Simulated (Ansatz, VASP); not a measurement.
**WC in VASP and in Ansatz**

File INCAR:

```
ALGO = Normal
EDIFF = 1E-6
ENCUT = 520
GGA = PS
ISIF = 2
ISMEAR = 0
LASPH = T
LCHARG = F
LREAL = F
LWAVE = F
NBANDS = 16
NELM = 100
PREC = Accurate
SIGMA = 0.1
```

Contents of KPOINTS:

```
k-points
0
Gamma
  18 18 14
```

File POSCAR:

```
WC
1.0
    3.0995338445      0.0000000000      0.0000000000
   -1.5497669223      2.6842750493      0.0000000000
    0.0000000000      0.0000000000      2.7685159800
W C
1 1
Direct
    0.0000000000      0.0000000000      0.0000000000
    0.6666666667      0.3333333333      0.5000000000
```

Input for Ansatz:

```yaml
crystal:
  lattice:
    - [3.0995338445, 0.0, 0.0]
    - [-1.5497669223, 2.6842750493, 0.0]
    - [0.0, 0.0, 2.76851598]
  atoms:
    - { symbol: W, position: [0.0, 0.0, 0.0] }
    - { symbol: C, position: [0.6666666667, 0.3333333333, 0.5] }
basis:
  ecutwfc: 420
kpoints:
  mp_grid: { grid: [18, 18, 14] }
hamiltonian:
  xc: pbesol
scf:
  occupations: { method: gaussian, width: 0.1 }
output:
  forces: true
  stress: true
  eigenvalues: true
```

Alike in both runs: task single point; functional PBEsol; k mesh 18 × 18 × 14; occupations gaussian, width 0.1 eV; no spin polarisation.

```csv
,VASP,Ansatz
version,VASP 6.6.1,Ansatz 0.2.0
potentials or method,"VASP PAW PBE potentials, release 64 (W_sv, C)","scalar-relativistic, plane waves, PAW"
plane-wave cutoff (eV),520,420
valence electrons in the cell,18,18
```

```tsv
	VASP	Ansatz	Ansatz less VASP
gap on the k mesh at the Fermi level (eV)	none	none	-
pressure (GPa)	-30.7	-31.5	-0.80
largest component of the traceless stress (GPa)	30.34	30.08	-0.256
```

A gap of «none» marks a metal or a gap that the smearing closes.

Caveats: the cell as given lies far from equilibrium; so large a pressure means that the cell lies far from this level's equilibrium, or that cutoff or potentials fall short (VASP); the potentials were made for another functional, which shifts forces and pressure (VASP). Spin-orbit coupling is left out, which matters for the levels of W.
